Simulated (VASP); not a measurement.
# Nb in VASP: reference runs

Aim: a first look at Nb with PBE, on the cell as given.

All numbers are computed with VASP 6.6.1; they aren't measurements. Logs are shortened: lines on timing, memory, paths and dates and some standing lists are left out, and cuts for length are marked.

### 1 The structure

The cell holds a sheet with vacuum, 1 atom: a = 2.559 Å, b = 2.559 Å, c = 23.800 Å, α = 90.00°, β = 90.00°, γ = 90.00°.

The cell was built by a generator and needn't be a form met in nature.

### 2 Single point, PBE

Contents of INCAR:

```
SYSTEM = Nb
PREC = Accurate
ENCUT = 520
EDIFF = 1E-7
ISMEAR = -1
SIGMA = 0.05
LREAL = .FALSE.
LASPH = .TRUE.
NELM = 80
ALGO = Normal
ISIF = 2
LWAVE = .FALSE.
LCHARG = .FALSE.
LDIPOL = .TRUE.
IDIPOL = 3
DIPOL = 0.5 0.5 0.294
GGA = PE
NBANDS = 12
```

Contents of KPOINTS:

```
Automatic mesh
0
G
  10 10 1
  0 0 0
```

Contents of POSCAR:

```
Nb
1.0
    2.5586800000      0.0000000000      0.0000000000
    0.0000000000      2.5586100000      0.0000000000
    0.0000000000      0.0000000000     23.8000000000
Nb
1
Direct
    0.0000000000      0.5000000000      0.2941200000
```

Potentials or basis: VASP PAW PBE potentials, release 64 (Nb_sv).

Started as:

```bash
$ cat potpaw_PBE.64/Nb_sv/POTCAR > POTCAR
$ mpirun -np 1 vasp_std > vasp.out
```

OUTCAR:

```text
SYSTEM = Nb
   PREC = Accurate
   ENCUT = 520
   EDIFF = 1E-7
   ISMEAR = -1
   LREAL = .FALSE.
   LASPH = .TRUE.
   NELM = 80
   ISIF = 2
   GGA = PE

 ion  position               nearest neighbor table
   1  0.000  0.500  0.294-

  LATTYP: Found a simple orthorhombic cell.
 ALAT       =     2.5586100000
 B/A-ratio  =     1.0000273586
 C/A-ratio  =     9.3019256549

  Lattice vectors:

 A1 = (   0.0000000000,  -2.5586100000,   0.0000000000)
 A2 = (   2.5586800000,   0.0000000000,   0.0000000000)
 A3 = (   0.0000000000,   0.0000000000,  23.8000000000)

Analysis of symmetry for initial positions (statically):
=====================================================================
 Subroutine PRICEL returns:
 Original cell was already a primitive cell.

 Routine SETGRP: Setting up the symmetry group for a
 simple orthorhombic supercell.

 Subroutine GETGRP returns: Found  8 space group operations
 (whereof  4 operations were pure point group operations)
 out of a pool of  8 trial point group operations.

The static configuration has the point symmetry C_2v.
 The point group associated with its full space group is D_2h.

Analysis of symmetry for dynamics (positions and initial velocities):
=====================================================================
 Subroutine PRICEL returns:
 Original cell was already a primitive cell.

 Routine SETGRP: Setting up the symmetry group for a
 simple orthorhombic supercell.

 Subroutine GETGRP returns: Found  8 space group operations
 (whereof  4 operations were pure point group operations)
 out of a pool of  8 trial point group operations.

The dynamic configuration has the point symmetry C_2v.
 The point group associated with its full space group is D_2h.

 Subroutine INISYM returns: Found  8 space group operations
 (whereof  4 operations are pure point group operations),
 and found     1 'primitive' translations

----------------------------------------------------------------------------------------

                                     Primitive cell

  volume of cell :     155.8106

  direct lattice vectors                    reciprocal lattice vectors
     2.558680000  0.000000000  0.000000000     0.390826520  0.000000000  0.000000000
     0.000000000  2.558610000  0.000000000     0.000000000  0.390837212  0.000000000
     0.000000000  0.000000000 23.800000000     0.000000000  0.000000000  0.042016807

  length of vectors
     2.558680000  2.558610000 23.800000000     0.390826520  0.390837212  0.042016807

  position of ions in fractional coordinates (direct lattice)
     0.000000000  0.500000000  0.294120000

  ion indices of the primitive-cell ions
   primitive index   ion index
                 1           1

----------------------------------------------------------------------------------------

 KPOINTS: Automatic mesh

Automatic generation of k-mesh.
 Grid dimensions read from file:
 generate k-points for:   10   10    1

 Generating k-lattice:

  Cartesian coordinates                     Fractional coordinates (reciprocal lattice)
     0.039082652  0.000000000  0.000000000     0.100000000  0.000000000  0.000000000
     0.000000000  0.039083721  0.000000000     0.000000000  0.100000000  0.000000000
     0.000000000  0.000000000  0.042016807     0.000000000  0.000000000  1.000000000

  Length of vectors
     0.039082652  0.039083721  0.042016807

  Shift w.r.t. Gamma in fractional coordinates (k-lattice)
     0.000000000  0.000000000  0.000000000

 Subroutine IBZKPT returns following result:
 ===========================================

 Found     36 irreducible k-points:

 Following reciprocal coordinates:
            Coordinates               Weight
  0.000000  0.000000  0.000000      1.000000
  0.100000  0.000000  0.000000      2.000000
  0.200000  0.000000  0.000000      2.000000
  0.300000  0.000000  0.000000      2.000000
  0.400000  0.000000  0.000000      2.000000
  0.500000  0.000000  0.000000      1.000000
[... 16 lines left out ...]
  0.400000  0.300000  0.000000      4.000000
  0.500000  0.300000  0.000000      2.000000
 [... further k-points ...]
   k-points           NKPTS =     36   k-points in BZ     NKDIM =     36   number of bands    NBANDS=     12
   number of dos      NEDOS =    301   number of ions     NIONS =      1
   total plane-waves  NPLWV =  72000
   dimension x,y,z NGX =    20 NGY =   20 NGZ =  180
   dimension x,y,z NGXF=    40 NGYF=   40 NGZF=  360
   ions per type =               1
   NGX,Y,Z   is equivalent  to a cutoff of  12.99, 13.00, 12.57 a.u.
   NGXF,Y,Z  is equivalent  to a cutoff of  25.99, 25.99, 25.15 a.u.
 SYSTEM =  Nb
   PREC   = accura    normal or accurate (medium, high low for compatibility)
   ISTART =      0    job   : 0-new  1-cont  2-samecut
   ICHARG =      2    charge: 1-file 2-atom 10-const
   ISPIN  =      1    spin polarized calculation?
   LNONCOLLINEAR =      F non collinear calculations
   LSORBIT =      F    spin-orbit coupling
   LASPH  =      T    aspherical Exc in radial PAW
   ENCUT  =  520.0 eV  38.22 Ry    6.18 a.u.   4.76  4.76 44.25*2*pi/ulx,y,z
   NELM   =     80;   NELMIN=  2; NELMDL= -5     # of ELM steps
   EDIFF  = 0.1E-06   stopping-criterion for ELM
   LREAL  =      F    real-space projection
   EDIFFG = 0.1E-05   stopping-criterion for IOM
   NSW    =      0    number of steps for IOM
   IBRION =     -1    ionic relax: 0-MD 1-quasi-New 2-CG
   NFREE  =      0    steps in history (QN), initial steepest desc. (CG)
   ISIF   =      2    stress and relaxation
   ISYM   =      2    0-nonsym 1-usesym 2-fastsym
   POTIM  = 0.5000    time-step for ionic-motion
   TEBEG  =    0.0;   TEEND  =   0.0 temperature during run
   PSTRESS=    0.0 pullay stress
   NELECT =      13.0000    total number of electrons
   NUPDOWN=      -1.0000    fix difference up-down
   EMIN   =  10.00;   EMAX   =-10.00  energy-range for DOS
   EFERMI =   0.00;   METHOD = LEGACY
   ISMEAR =    -1;   SIGMA  =   0.05  broadening in eV -4-tet -1-fermi 0-gaus
   EFERMI_NEDOS =   21; number of points for ismear=-14 and -15
   IALGO  =     38    algorithm
   IMIX   =      4    mixing-type and parameters
     AMIX     =   0.40;   BMIX     =  1.00
     AMIX_MAG =   1.60;   BMIX_MAG =  1.00
  volume/ion in A,a.u.               =     155.81      1051.46
  Fermi-wavevector in a.u.,A,eV,Ry     =   0.715358  1.351831  6.962611  0.511737
  Thomas-Fermi vector in A             =   1.803498
   LORBIT       =      0    0 simple, 1 ext, 2 COOP (PROOUT), +10 PAW based schemes
   GGA     = PE    functional components
   LHFCALC =     F    Hartree Fock is set to
   AEXX    =    0.0000 exact exchange contribution
   IVDW    =     0    specifies the selected vdW correction
   LEPSILON=     F    determine dielectric tensor
   LRPA    =     F    only Hartree local field effects (RPA)
 non-spin polarized calculation
  energy-cutoff  :      520.00
  volume of cell :      155.81
 maximum number of plane-waves:      4245
 NGX is ok and might be reduce to    20
   NGX =  9   NGY =  9   NGZ = 89

 dipolmoment           0.000000      0.000000     -0.000003 electrons x Angstroem

 number of electron      12.9999999 magnetization

 dipolmoment           0.000000      0.000000      0.000000 electrons x Angstroem

 Free energy of the ion-electron system (eV)
  ---------------------------------------------------
  ext. energy  EPLUGINS =         0.00000000
  ---------------------------------------------------
  free energy    TOTEN  =        -7.82348257 eV

  energy without entropy =       -7.81265248  energy(sigma->0) =       -7.81806752

 E-fermi :  -2.8914     XC(G=0):  -2.2385

 val. band max:       -2.9140676103   @ k =   0.0000   0.3000   0.0000
 cond. band min:      -2.8432656040   @ k =   0.3000   0.1000   0.0000
 fundamental gap:      0.0708020063
 Fermi energy:        -2.8913987059

 k-point     1 :       0.0000    0.0000    0.0000
  band No.  band energies     occupation
      1     -57.6821      2.00000
      2     -33.7382      2.00000
      3     -32.4925      2.00000
      4     -32.4922      2.00000
      5      -6.9764      2.00000
      6      -5.9544      2.00000
      7      -4.0136      2.00000
      8      -2.1623      0.00000
      9       1.1765      0.00000
     10       1.1769      0.00000
     11       1.6000      0.00000
     12       1.9079      0.00000

 k-point     2 :       0.1000    0.0000    0.0000
  band No.  band energies     occupation
      1     -57.6503      2.00000
      2     -33.7105      2.00000
      3     -32.7332      2.00000
      4     -32.4716      2.00000
      5      -6.6267      2.00000
      6      -5.5532      2.00000
      7      -3.8300      2.00000
      8      -2.3528      0.00004
      9       0.7785      0.00000
     10       1.2385      0.00000
     11       1.8204      0.00000
     12       2.2524      0.00000

 k-point     3 :       0.2000    0.0000    0.0000
  band No.  band energies     occupation
      1     -57.5660      2.00000
      2     -33.6372      2.00000
      3     -33.3352      2.00000
      4     -32.4173      2.00000
      5      -6.0333      2.00000
      6      -4.2131      2.00000
      7      -3.1945      1.99535
      8      -3.0960      1.96712
      9       0.7340      0.00000
     10       1.4040      0.00000
     11       1.8066      0.00000
     12       2.4776      0.00000
[... 286 lines left out ...]
 k-point    23 :       0.4000    0.3000    0.0000
  band No.  band energies     occupation
      1     -57.1566      2.00000
      2     -34.3442      2.00000
      3     -33.7497      2.00000
      4     -33.2929      2.00000
      5      -5.5575      2.00000
      6      -3.9124      2.00000
      7      -2.3093      0.00002
      8      -0.7286      0.00000
      9       0.5329      0.00000
     10       3.1956      0.00000
     11       5.3844      0.00000
     12       7.2193      0.00000

 k-point    24 :       0.5000    0.3000    0.0000
  band No.  band energies     occupation
      1     -57.1233      2.00000
      2     -34.5343      2.00000
      3     -33.7195      2.00000
      4     -33.2655      2.00000
      5      -5.8384      2.00000
      6      -4.1484      2.00000
      7      -2.2045      0.00000
      8      -0.4821      0.00000
      9       0.7799      0.00000
     10       4.4719      0.00000
     11       6.8308      0.00000
     12       7.2840      0.00000

 [... further k-points ...]

------------------------ aborting loop because EDIFF is reached ----------------------------------------

 vacuum level on the upper side and lower side of the slab       (xc-potential included)        -0.008        -0.008

  FORCE on cell =-STRESS in cart. coord.  units (eV):
  Direction    XX          YY          ZZ          XY          YZ          ZX
  --------------------------------------------------------------------------------------
  -------------------------------------------------------------------------------------
  Total       -0.1364697     -0.1357070     -0.0137935      0.0000000      0.0000000      0.0000000
  in kB       -1.4032978     -1.3954554     -0.1418367      0.0000000      0.0000000      0.0000000
  external PRESSURE =      -0.9801967 kB  Pullay stress =       0.0000000 kB

 VOLUME and BASIS-vectors are now :
 -----------------------------------------------------------------------------
  energy-cutoff  :      520.00
  volume of cell :      155.81
      direct lattice vectors                 reciprocal lattice vectors
     2.558680000  0.000000000  0.000000000     0.390826520  0.000000000  0.000000000
     0.000000000  2.558610000  0.000000000     0.000000000  0.390837212  0.000000000
     0.000000000  0.000000000 23.800000000     0.000000000  0.000000000  0.042016807

 POSITION                                       TOTAL-FORCE (eV/Angst)
 -----------------------------------------------------------------------------------
      0.00000      1.27930      7.00006         0.000000      0.000000      0.000000
 -----------------------------------------------------------------------------------
    total drift:                                0.000000      0.000000      0.000006

  FREE ENERGIE OF THE ION-ELECTRON SYSTEM (eV)
  ---------------------------------------------------
  free  energy   TOTEN  =        -7.8234825692 eV

  energy  without entropy=       -7.8126524794  energy(sigma->0) =       -7.81806752

 vacuum level on the upper side and lower side of the slab         1.964         1.964
```

Run time: 50 s. Hardware: 1 thread of Intel Xeon 6975P-C (Granite Rapids), shared host; peak memory 0.26 GiB.

What came out:

* Free energy: -7.8235 eV
* Band gap on the k mesh: none (metal or under the smearing width)

Levels at points of the mesh, in eV from the Fermi level:
```
           k point  band 2  band 3  band 4  band 5  band 6  band 7  band 8  band 9  band 10  band 11
(0.00, 0.00, 0.00)  -30.85  -29.60  -29.60   -4.09   -3.06   -1.12    0.73    4.07     4.07     4.49
(0.50, 0.00, 0.00)  -31.87  -30.55  -29.38   -2.29   -1.86    1.55    2.44    2.98     4.76     6.49
(0.00, 0.50, 0.00)  -31.87  -30.55  -29.38   -2.29   -1.85    1.55    2.44    2.98     4.76     6.49
(0.50, 0.50, 0.00)  -31.52  -31.52  -30.28   -4.32   -0.55   -0.54    3.21    9.06     9.40     9.40
```

### 3 Single point, PBE

Contents of INCAR:

```
SYSTEM = Nb
ALGO = Normal ; DIPOL = 0.5 0.5 0.294
EDIFF = 1E-7 ; ENCUT = 520
GGA = PE ; IDIPOL = 3
ISIF = 2 ; ISMEAR = -1
LASPH = .True. ; LCHARG = .False.
LDIPOL = .True. ; LREAL = .False.
LWAVE = .False. ; NBANDS = 12
NELM = 80 ; PREC = Accurate
SIGMA = 0.05
```

Contents of KPOINTS:

```
k-points
0
Gamma
  10 10 1
  0 0 0
```

POSCAR is that of step 2.

Potentials or basis: VASP PAW PBE potentials, release 64 (Nb_sv).

Started as:

```bash
$ cat potpaw_PBE.64/Nb_sv/POTCAR > POTCAR
$ mpirun -np 1 vasp_std > vasp.out
```

OUTCAR:

```text
SYSTEM = Nb
   EDIFF = 1E-7
   ENCUT = 520
   GGA = PE
   ISIF = 2
   ISMEAR = -1
   LASPH = .True.
   LREAL = .False.
   NELM = 80
   PREC = Accurate

 ion  position               nearest neighbor table
   1  0.000  0.500  0.294-

  LATTYP: Found a simple orthorhombic cell.
 ALAT       =     2.5586100000
 B/A-ratio  =     1.0000273586
 C/A-ratio  =     9.3019256549

  Lattice vectors:

 A1 = (   0.0000000000,  -2.5586100000,   0.0000000000)
 A2 = (   2.5586800000,   0.0000000000,   0.0000000000)
 A3 = (   0.0000000000,   0.0000000000,  23.8000000000)

Analysis of symmetry for initial positions (statically):
=====================================================================
 Subroutine PRICEL returns:
 Original cell was already a primitive cell.

 Routine SETGRP: Setting up the symmetry group for a
 simple orthorhombic supercell.

 Subroutine GETGRP returns: Found  8 space group operations
 (whereof  4 operations were pure point group operations)
 out of a pool of  8 trial point group operations.

The static configuration has the point symmetry C_2v.
 The point group associated with its full space group is D_2h.

Analysis of symmetry for dynamics (positions and initial velocities):
=====================================================================
 Subroutine PRICEL returns:
 Original cell was already a primitive cell.

 Routine SETGRP: Setting up the symmetry group for a
 simple orthorhombic supercell.

 Subroutine GETGRP returns: Found  8 space group operations
 (whereof  4 operations were pure point group operations)
 out of a pool of  8 trial point group operations.

The dynamic configuration has the point symmetry C_2v.
 The point group associated with its full space group is D_2h.

 Subroutine INISYM returns: Found  8 space group operations
 (whereof  4 operations are pure point group operations),
 and found     1 'primitive' translations

----------------------------------------------------------------------------------------

                                     Primitive cell

  volume of cell :     155.8106

[... 125 lines left out ...]

 number of electron      12.9999999 magnetization

 dipolmoment           0.000000      0.000000      0.000000 electrons x Angstroem

 Free energy of the ion-electron system (eV)
  ---------------------------------------------------
  ext. energy  EPLUGINS =         0.00000000
  ---------------------------------------------------
  free energy    TOTEN  =        -7.82348257 eV

  energy without entropy =       -7.81265248  energy(sigma->0) =       -7.81806752

 E-fermi :  -2.8914     XC(G=0):  -2.2385

 val. band max:       -2.9140676103   @ k =   0.0000   0.3000   0.0000
 cond. band min:      -2.8432656040   @ k =   0.3000   0.1000   0.0000
 fundamental gap:      0.0708020063
 Fermi energy:        -2.8913987059

 k-point     1 :       0.0000    0.0000    0.0000
  band No.  band energies     occupation
      1     -57.6821      2.00000
      2     -33.7382      2.00000
      3     -32.4925      2.00000
      4     -32.4922      2.00000
      5      -6.9764      2.00000
      6      -5.9544      2.00000
      7      -4.0136      2.00000
      8      -2.1623      0.00000
      9       1.1765      0.00000
     10       1.1769      0.00000
     11       1.6000      0.00000
     12       1.9079      0.00000
[... 331 lines left out ...]
 k-point    24 :       0.5000    0.3000    0.0000
  band No.  band energies     occupation
      1     -57.1233      2.00000
      2     -34.5343      2.00000
      3     -33.7195      2.00000
      4     -33.2655      2.00000
      5      -5.8384      2.00000
      6      -4.1484      2.00000
      7      -2.2045      0.00000
      8      -0.4821      0.00000
      9       0.7799      0.00000
     10       4.4719      0.00000
     11       6.8308      0.00000
     12       7.2840      0.00000

 [... further k-points ...]

------------------------ aborting loop because EDIFF is reached ----------------------------------------

 vacuum level on the upper side and lower side of the slab       (xc-potential included)        -0.008        -0.008

  FORCE on cell =-STRESS in cart. coord.  units (eV):
  Direction    XX          YY          ZZ          XY          YZ          ZX
  --------------------------------------------------------------------------------------
  -------------------------------------------------------------------------------------
  Total       -0.1364697     -0.1357070     -0.0137935      0.0000000      0.0000000      0.0000000
  in kB       -1.4032978     -1.3954554     -0.1418367      0.0000000      0.0000000      0.0000000
  external PRESSURE =      -0.9801967 kB  Pullay stress =       0.0000000 kB

 VOLUME and BASIS-vectors are now :
 -----------------------------------------------------------------------------
  energy-cutoff  :      520.00
  volume of cell :      155.81
      direct lattice vectors                 reciprocal lattice vectors
     2.558680000  0.000000000  0.000000000     0.390826520  0.000000000  0.000000000
     0.000000000  2.558610000  0.000000000     0.000000000  0.390837212  0.000000000
     0.000000000  0.000000000 23.800000000     0.000000000  0.000000000  0.042016807

 POSITION                                       TOTAL-FORCE (eV/Angst)
 -----------------------------------------------------------------------------------
      0.00000      1.27930      7.00006         0.000000      0.000000      0.000000
 -----------------------------------------------------------------------------------
    total drift:                                0.000000      0.000000      0.000006

  FREE ENERGIE OF THE ION-ELECTRON SYSTEM (eV)
  ---------------------------------------------------
  free  energy   TOTEN  =        -7.8234825692 eV

  energy  without entropy=       -7.8126524794  energy(sigma->0) =       -7.81806752

 vacuum level on the upper side and lower side of the slab         1.964         1.964
```

It took 85 s on 1 thread of Intel Xeon Platinum 8259CL at 2.50GHz (Skylake/Cascade Lake), shared host; peak memory 0.26 GiB.

What came out:

```yaml
Free_energy: -7.8235 eV
Band_gap_on_the_k_mesh: none (metal or under the smearing width)
```
